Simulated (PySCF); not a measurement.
## From orbital energies to excitation energies

C4H6.
SMILES with atom numbers: `[CH2:1]1[C@H:2]2[CH2:3][C@@H:4]12` (hydrogens: H5, H6 on C1; H7 on C2; H8, H9 on C3; H10 on C4)

Computed, not measured: TDDFT wB97X-D/def2-SVPD, vertical, gas phase, core orbitals frozen in the response (PySCF). Isolated species at its GFN2-xTB geometry, gas phase.

Orbital energies (eV): HOMO-3 -12.10, HOMO-2 -11.11, HOMO-1 -10.70, HOMO -9.02, LUMO 2.76, LUMO+1 3.13, LUMO+2 3.14.

**Question.** Among the lowest singlets, which states do these configurations lead, and at what energies: HOMO→LUMO, HOMO-1→LUMO, HOMO→LUMO+2?

**Answer.** 

```csv
state,leading configuration,weight,Δε (eV),E (eV),E − Δε (eV),f,other configurations
S1,HOMO→LUMO,0.94,11.78,7.49,-4.29,0.0004,–
S4,HOMO→LUMO+2,0.96,12.16,8.02,-4.14,0.0005,–
S6,HOMO-1→LUMO,0.92,13.45,9.13,-4.33,0.0000,–
```

E − Δε runs from -4.33 to -4.14 eV. Among themselves, these states come in the order of their orbital differences. Δε is the difference of the two orbital energies.

H and L stand for HOMO and LUMO. The other states: S2 7.86 eV, f 0.035, H→L+1 (97%); S3 7.97 eV, f 0.091, H→L+3 (92%); S5 8.70 eV, f 0.062, H→L+4 (89%); S7 9.45 eV, f 0.013, H-2→L (56%), H-1→L+2 (34%); S8 9.54 eV, f 0.0000, H-1→L+3 (91%).

**Question.** Pair triplets and singlets of the same leading configuration (75% or more in both) and give the splittings.

**Answer.** 

```json
{"configuration": "HOMO→LUMO", "triplet": "T2", "E(T) (eV)": "7.43", "singlet": "S1", "E(S) (eV)": "7.49", "E(S) − E(T) (eV)": "+0.06"}
```

The 3 triplets are Tamm–Dancoff values, the singlets full response.

Summed over the main configurations (up to three a state, each over 8%) of all 8 singlets, the electron leaves HOMO with weight 4.68, HOMO-1 with weight 2.17 and HOMO-2 with weight 0.56.
